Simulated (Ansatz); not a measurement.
# InSb: a line through an energy map

How does the energy of InSb (P4/mmm, No. 123; 2 atoms in the cell) vary with volume per atom, at c/a of the conventional cell = 1.888?

Method: DFT LDA, scalar-relativistic, plane waves, PAW, in Ansatz 0.2.0.

1 further run of the same task is left out (set aside as unsound or not needed).

### Step 1. The structure to begin with

The structure is tetragonal, space group P4/mmm (No. 123). Conventional cell: a = 3.008 Å, b = 3.008 Å, c = 6.033 Å, α = 90.00°, β = 90.00°, γ = 90.00°. In (site symmetry 4/mmm) has 4 In at 3.01 Å and 2 Sb at 3.02 Å as nearest neighbours. Sb (site symmetry 4/mmm) is surrounded by 4 Sb at 3.01 Å and 2 In at 3.02 Å.

Coordinates:

```xyz
2
Lattice="3.0083 0.0000 0.0000 0.0000 3.0083 0.0000 0.0000 0.0000 6.0325" Properties=species:S:1:pos:R:3 pbc="T T T"
In    0.0000    0.0000    0.0000
Sb    0.0000    0.0000    3.0163
```

It goes back to an entry of the Materials Project, which need not be the stable form.

This cell was relaxed beforehand with the same method: volume 27.30 Å³/atom, gap on the mesh none (metal).

### Step 2. Plan of the line

The energy is mapped over volume and the cell's shape.

- volume per atom: 5 values from 22.93 to 31.66 Å³
- c/a of the conventional cell: 5 values from 1.778 to 2.262

Nothing else is relaxed (symmetry fixes all fractional coordinates). Energies count from the relaxed crystal. Points are written as (first, second).

### Step 3. The run at (22.93 Å³, 1.888)

input.yaml

```yaml
crystal:
  lattice:
    - [2.8960387817, 0.0, 0.0]
    - [0.0, 2.8960387817, 0.0]
    - [0.0, 0.0, 5.4677212199]
  atoms:
    - { symbol: In, position: [0.0, 0.0, 0.0] }
    - { symbol: Sb, position: [0.0, 0.0, 0.5] }
basis:
  ecutwfc: 420
kpoints:
  mp_grid: { grid: [16, 16, 8] }
hamiltonian:
  xc: lda
  pseudopotentials: { kind: paw, azcp: { folder: soft_1 } }
scf:
  occupations: { method: gaussian, width: 0.15 }
output:
  forces: true
  stress: true
  eigenvalues: true
```

Started as:

```console
$ ansatz run input.yaml --threads 1 --pin off --max-ram 2048MiB --backend cpu --events-out ev --progress --plain --runs-dir out
```

What it wrote, cut to the lines that bear on the results:

```text
Warning: <dir> the record states the generating functional pbe (its physics header spells it `PBE`), which answers neither for hamiltonian.xc's functional nor for the lda family's — results may be inconsistent (PPs are generated against a specific XC)
[...]
Warning: RAYON_NUM_THREADS=1 ignored (pool sized by the plan → 1); use --threads N
[...]
Pseudopotentials: kind: paw
Pseudopotential: In, paw, valence charge 13, recommended cutoff 420 eV (normal), <dir>
Pseudopotential: Sb, paw, valence charge 15, recommended cutoff 420 eV (normal), <dir>
Functional definition: SPW92
[...]
Crystal: 2 atoms, lattice volume = 45.858 Å³
Basis set: ecut = 420 eV, 895 PW (Γ)
Bands: 18, of which v1, the nominal top of the filled ones, is band 14 counted from 1 (13 counted from 0)
Symmetry: 16 space group operations
Space group: P4/mmm (ITA 123), of the structure as read, at distance tolerance 3.6e-5 Å
k-points: 225 of 2048
[...]
SCF iter   1: F=—  HF=-11792.874778 eV  |F-HF|=—  |Δ(HF+E_count)|=         —  Δρ=2.59e-2  dr2=1.00e0  ethr=3.10e-3  ⟨swp⟩=5.8  Hψ=20956  notcnv=0
[...]
SCF iter   7: F=-11792.613017 eV  HF=-11792.613017 eV  |F-HF|=3.34e-8  |Δ(HF+E_count)|=   4.89e-7  Δρ=7.93e-6  dr2=4.99e-8  ethr=3.57e-10  ⟨swp⟩=6.2  Hψ=21933  notcnv=0
[...]
SCF converged after 7 iterations
Free energy (F): -11792.613017 eV
[...]
E sigma→0 (E₀):  -11792.607331 eV
Entropy (-TS):   -0.011370 eV (-5.685 meV/atom)
Fermi energy:    13.150622 eV
[...]
--- Forces (eV/Å), atoms counted from 1 ---
  atom   1  In     0.00000000    -0.00000000     0.00000000
  atom   2  Sb     0.00000000     0.00000000     0.00000000
[...]
--- Stress (GPa, compression-positive) ---
       10.757438       0.000000       0.000000
        0.000000      10.757438       0.000000
        0.000000       0.000000      24.088839
  P = ⅓ Tr σ = 15.2012 GPa (152.012 kbar)
--- Band table (eV; the first three rows and the last of 225) ---
  k-point 0: bands = ["-16.3759", "-16.2222", "-16.0442", "-16.0442", "-16.0166", "-2.2861", "-2.2304", "-1.4436", "-1.4436", "-1.2344", "-0.1591", "5.9578", "7.0292", "17.5308", "17.5308", "20.7097", "21.4831", "22.7112"]
[...]
```

Wall time 10 s (1 thread of Arm Neoverse V1, shared host); peak memory 0.41 GiB.

On the map this point reads 207 meV/atom.

### Step 4. Grid point (25.11 Å³, 1.888)

Edit input.yaml of step 3 so:

```diff
@@ -2,5 +2,5 @@
   lattice:
-    - [2.8960387817, 0.0, 0.0]
-    - [0.0, 2.8960387817, 0.0]
-    - [0.0, 0.0, 5.4677212199]
+    - [2.9852144428, 0.0, 0.0]
+    - [0.0, 2.9852144428, 0.0]
+    - [0.0, 0.0, 5.636084868]
   atoms:
```

Started as:

```console
$ ansatz run input.yaml --threads 1 --pin off --max-ram 2048MiB --backend cpu --events-out ev --progress --plain --runs-dir out
```

What it wrote, cut to the lines that bear on the results:

```text
Warning: <dir> the record states the generating functional pbe (its physics header spells it `PBE`), which answers neither for hamiltonian.xc's functional nor for the lda family's — results may be inconsistent (PPs are generated against a specific XC)
[...]
Warning: RAYON_NUM_THREADS=1 ignored (pool sized by the plan → 1); use --threads N
[...]
[... 4 set-up lines as earlier in the session ...]
[...]
Crystal: 2 atoms, lattice volume = 50.226 Å³
Basis set: ecut = 420 eV, 959 PW (Γ)
Bands: 18, of which v1, the nominal top of the filled ones, is band 14 counted from 1 (13 counted from 0)
[... 1 set-up line as earlier in the session ...]
Space group: P4/mmm (ITA 123), of the structure as read, at distance tolerance 3.7e-5 Å
k-points: 225 of 2048
[...]
SCF iter   1: F=—  HF=-11793.150345 eV  |F-HF|=—  |Δ(HF+E_count)|=         —  Δρ=2.35e-2  dr2=1.01e0  ethr=3.10e-3  ⟨swp⟩=5.8  Hψ=20709  notcnv=0
[...]
SCF iter   8: F=-11792.891511 eV  HF=-11792.891511 eV  |F-HF|=1.75e-9  |Δ(HF+E_count)|=   4.39e-8  Δρ=3.80e-6  dr2=7.90e-9  ethr=3.57e-10  ⟨swp⟩=7.5  Hψ=18846  notcnv=0
[...]
SCF converged after 8 iterations
Free energy (F): -11792.891511 eV
[...]
E sigma→0 (E₀):  -11792.885873 eV
Entropy (-TS):   -0.011276 eV (-5.638 meV/atom)
Fermi energy:    11.560968 eV
[...]
--- Forces (eV/Å), atoms counted from 1 ---
  atom   1  In    -0.00000000     0.00000000     0.00000000
  atom   2  Sb     0.00000000     0.00000000     0.00000000
[...]
--- Stress (GPa, compression-positive) ---
        2.575854       0.000000       0.000000
        0.000000       2.575854       0.000000
        0.000000       0.000000      12.744291
  P = ⅓ Tr σ = 5.9653 GPa (59.653 kbar)
--- Band table (eV; the first three rows and the last of 225) ---
  k-point 0: bands = ["-17.7386", "-17.6107", "-17.4836", "-17.4836", "-17.4721", "-3.5651", "-3.4653", "-2.8771", "-2.8771", "-2.7212", "-1.0356", "4.6721", "6.0584", "15.6565", "15.6565", "18.7060", "19.6448", "20.6366"]
[...]
```

It took 9.9 s on 1 thread of Arm Neoverse V1, shared host; peak memory 0.42 GiB.

That is 68 meV/atom from the zero.

### Step 5. Point (27.30 Å³, 1.888)

Edit input.yaml of step 4 so:

```diff
@@ -2,5 +2,5 @@
   lattice:
-    - [2.9852144428, 0.0, 0.0]
-    - [0.0, 2.9852144428, 0.0]
-    - [0.0, 0.0, 5.636084868]
+    - [3.0693367809, 0.0, 0.0]
+    - [0.0, 3.0693367809, 0.0]
+    - [0.0, 0.0, 5.7949078423]
   atoms:
```

Started as:

```console
$ ansatz run input.yaml --threads 1 --pin off --max-ram 2048MiB --backend cpu --events-out ev --progress --plain --runs-dir out
```

What it wrote, cut to the lines that bear on the results:

```text
Warning: <dir> the record states the generating functional pbe (its physics header spells it `PBE`), which answers neither for hamiltonian.xc's functional nor for the lda family's — results may be inconsistent (PPs are generated against a specific XC)
[...]
Warning: RAYON_NUM_THREADS=1 ignored (pool sized by the plan → 1); use --threads N
[...]
[... 4 set-up lines as earlier in the session ...]
[...]
Crystal: 2 atoms, lattice volume = 54.593 Å³
Basis set: ecut = 420 eV, 1067 PW (Γ)
Bands: 18, of which v1, the nominal top of the filled ones, is band 14 counted from 1 (13 counted from 0)
[... 1 set-up line as earlier in the session ...]
Space group: P4/mmm (ITA 123), of the structure as read, at distance tolerance 3.8e-5 Å
k-points: 225 of 2048
[...]
SCF iter   1: F=—  HF=-11793.223518 eV  |F-HF|=—  |Δ(HF+E_count)|=         —  Δρ=2.16e-2  dr2=1.01e0  ethr=3.10e-3  ⟨swp⟩=5.6  Hψ=20517  notcnv=0
[...]
SCF iter   8: F=-11792.970346 eV  HF=-11792.970346 eV  |F-HF|=4.91e-9  |Δ(HF+E_count)|=   9.31e-8  Δρ=4.35e-6  dr2=1.57e-8  ethr=3.57e-10  ⟨swp⟩=7.6  Hψ=19634  notcnv=0
[...]
SCF converged after 8 iterations
Free energy (F): -11792.970346 eV
[...]
E sigma→0 (E₀):  -11792.964117 eV
Entropy (-TS):   -0.012458 eV (-6.229 meV/atom)
Fermi energy:    10.241876 eV
[...]
--- Forces (eV/Å), atoms counted from 1 ---
  atom   1  In    -0.00000000     0.00000000     0.00000000
  atom   2  Sb    -0.00000000     0.00000000     0.00000000
[...]
--- Stress (GPa, compression-positive) ---
       -2.311993       0.000000       0.000000
        0.000000      -2.311993       0.000000
        0.000000       0.000000       5.467052
  P = ⅓ Tr σ = 0.2810 GPa (2.810 kbar)
--- Band table (eV; the first three rows and the last of 225) ---
  k-point 0: bands = ["-18.8989", "-18.7908", "-18.6990", "-18.6990", "-18.6982", "-4.6783", "-4.5569", "-4.1067", "-4.1067", "-3.9926", "-1.7602", "3.5969", "5.2485", "14.0630", "14.0630", "16.9900", "18.1112", "18.8847"]
[...]
```

Run time: 13 s. Hardware: 1 thread of Arm Neoverse V1, shared host; peak memory 0.43 GiB.

Energy on the map's scale: 28 meV/atom.

### Step 6. Grid point (29.48 Å³, 1.888)

Edit input.yaml of step 5 so:

```diff
@@ -2,5 +2,5 @@
   lattice:
-    - [3.0693367809, 0.0, 0.0]
-    - [0.0, 3.0693367809, 0.0]
-    - [0.0, 0.0, 5.7949078423]
+    - [3.149090644, 0.0, 0.0]
+    - [0.0, 3.149090644, 0.0]
+    - [0.0, 0.0, 5.9454831359]
   atoms:
```

Started as:

```console
$ ansatz run input.yaml --threads 1 --pin off --max-ram 2048MiB --backend cpu --events-out ev --progress --plain --runs-dir out
```

What it wrote, cut to the lines that bear on the results:

```text
Warning: <dir> the record states the generating functional pbe (its physics header spells it `PBE`), which answers neither for hamiltonian.xc's functional nor for the lda family's — results may be inconsistent (PPs are generated against a specific XC)
[...]
Warning: RAYON_NUM_THREADS=1 ignored (pool sized by the plan → 1); use --threads N
[...]
[... 4 set-up lines as earlier in the session ...]
[...]
Crystal: 2 atoms, lattice volume = 58.960 Å³
Basis set: ecut = 420 eV, 1171 PW (Γ)
Bands: 18, of which v1, the nominal top of the filled ones, is band 14 counted from 1 (13 counted from 0)
[... 1 set-up line as earlier in the session ...]
Space group: P4/mmm (ITA 123), of the structure as read, at distance tolerance 3.9e-5 Å
k-points: 225 of 2048
[...]
SCF iter   1: F=—  HF=-11793.170711 eV  |F-HF|=—  |Δ(HF+E_count)|=         —  Δρ=2.01e-2  dr2=9.99e-1  ethr=3.10e-3  ⟨swp⟩=5.6  Hψ=20289  notcnv=0
[...]
SCF iter   8: F=-11792.926035 eV  HF=-11792.926035 eV  |F-HF|=8.44e-9  |Δ(HF+E_count)|=   6.21e-8  Δρ=4.70e-6  dr2=2.23e-8  ethr=3.57e-10  ⟨swp⟩=7.6  Hψ=19115  notcnv=0
[...]
SCF converged after 8 iterations
Free energy (F): -11792.926035 eV
[...]
E sigma→0 (E₀):  -11792.919580 eV
Entropy (-TS):   -0.012911 eV (-6.456 meV/atom)
Fermi energy:    9.127517 eV
[...]
--- Forces (eV/Å), atoms counted from 1 ---
  atom   1  In    -0.00000000     0.00000000     0.00000000
  atom   2  Sb     0.00000000     0.00000000     0.00000000
[...]
--- Stress (GPa, compression-positive) ---
       -5.239251       0.000000       0.000000
        0.000000      -5.239251       0.000000
        0.000000       0.000000       0.700774
  P = ⅓ Tr σ = -3.2592 GPa (-32.592 kbar)
--- Band table (eV; the first three rows and the last of 225) ---
  k-point 0: bands = ["-19.9004", "-19.8066", "-19.7471", "-19.7400", "-19.7400", "-5.6565", "-5.5246", "-5.1740", "-5.1740", "-5.0934", "-2.3749", "2.6829", "4.5630", "12.6916", "12.6916", "15.5034", "16.8110", "17.3818"]
[...]
```

It took 12 s on 1 thread of Arm Neoverse V1, shared host; peak memory 0.44 GiB.

On the map this point reads 50 meV/atom.

### Step 7. Grid point (31.66 Å³, 1.888)

Edit input.yaml of step 6 so:

```diff
@@ -2,5 +2,5 @@
   lattice:
-    - [3.149090644, 0.0, 0.0]
-    - [0.0, 3.149090644, 0.0]
-    - [0.0, 0.0, 5.9454831359]
+    - [3.2250114498, 0.0, 0.0]
+    - [0.0, 3.2250114498, 0.0]
+    - [0.0, 0.0, 6.0888216172]
   atoms:
```

Started as:

```console
$ ansatz run input.yaml --threads 1 --pin off --max-ram 2048MiB --backend cpu --events-out ev --progress --plain --runs-dir out
```

What it wrote, cut to the lines that bear on the results:

```text
Warning: <dir> the record states the generating functional pbe (its physics header spells it `PBE`), which answers neither for hamiltonian.xc's functional nor for the lda family's — results may be inconsistent (PPs are generated against a specific XC)
[...]
Warning: RAYON_NUM_THREADS=1 ignored (pool sized by the plan → 1); use --threads N
[...]
[... 4 set-up lines as earlier in the session ...]
[...]
Crystal: 2 atoms, lattice volume = 63.328 Å³
Basis set: ecut = 420 eV, 1237 PW (Γ)
Bands: 18, of which v1, the nominal top of the filled ones, is band 14 counted from 1 (13 counted from 0)
[... 1 set-up line as earlier in the session ...]
Space group: P4/mmm (ITA 123), of the structure as read, at distance tolerance 4.0e-5 Å
k-points: 225 of 2048
[...]
SCF iter   1: F=—  HF=-11793.039777 eV  |F-HF|=—  |Δ(HF+E_count)|=         —  Δρ=1.88e-2  dr2=9.86e-1  ethr=3.10e-3  ⟨swp⟩=5.6  Hψ=20395  notcnv=0
[...]
SCF iter   8: F=-11792.804912 eV  HF=-11792.804912 eV  |F-HF|=3.22e-9  |Δ(HF+E_count)|=   1.82e-8  Δρ=4.41e-6  dr2=1.54e-8  ethr=3.57e-10  ⟨swp⟩=7.6  Hψ=18950  notcnv=0
[...]
SCF converged after 8 iterations
Free energy (F): -11792.804912 eV
[...]
E sigma→0 (E₀):  -11792.798677 eV
Entropy (-TS):   -0.012469 eV (-6.234 meV/atom)
Fermi energy:    8.169495 eV
[...]
--- Forces (eV/Å), atoms counted from 1 ---
  atom   1  In    -0.00000000     0.00000000     0.00000000
  atom   2  Sb     0.00000000     0.00000000     0.00000000
[...]
--- Stress (GPa, compression-positive) ---
       -6.951732       0.000000      -0.000000
        0.000000      -6.951732      -0.000000
       -0.000000      -0.000000      -2.459852
  P = ⅓ Tr σ = -5.4544 GPa (-54.544 kbar)
--- Band table (eV; the first three rows and the last of 225) ---
  k-point 0: bands = ["-20.7771", "-20.6939", "-20.6588", "-20.6456", "-20.6456", "-6.5192", "-6.3834", "-6.1066", "-6.1066", "-6.0522", "-2.9088", "1.8977", "3.9744", "11.4968", "11.4968", "14.2035", "15.6924", "16.0689"]
[...]
```

Run time: 15 s. Hardware: 1 thread of Arm Neoverse V1, shared host; peak memory 0.46 GiB.

Energy on the map's scale: 111 meV/atom.

### Step 8. What came out

```
volume per atom (Å³)  step  energy (meV/atom)  slope (meV/atom per Å³)  pressure (GPa)
               22.93     3                207                      −95            15.2
               25.11     4                 68                      −37             6.0
               27.30     5                 28                       −2             0.3
               29.48     6                 50                       20            −3.3
               31.66     7                111                       34            −5.5
```

Energies count from the relaxed crystal. Slopes come from the forces (and the stress, where the cell changes), not from differences of energies.

**Reading.** The lowest point of the line is at 27.30 Å³, 28 meV/atom from the zero. A fit to energies and slopes at the lowest point and its two neighbours puts the minimum at 27.438 Å³, with a curvature of about 12 meV/atom per (Å³)². V·d²E/dV² there is about 54 GPa, a bulk modulus under this line's constraint. The well is lopsided: two grid steps out, the energy rises by 179 meV/atom towards smaller values and 83 meV/atom towards larger ones. The highest point computed, at 22.93 Å³, lies 179 meV/atom above the lowest. This is one cut through a surface in two coordinates; the map's lowest point lies off it. The runs treat Sb without spin-orbit coupling.
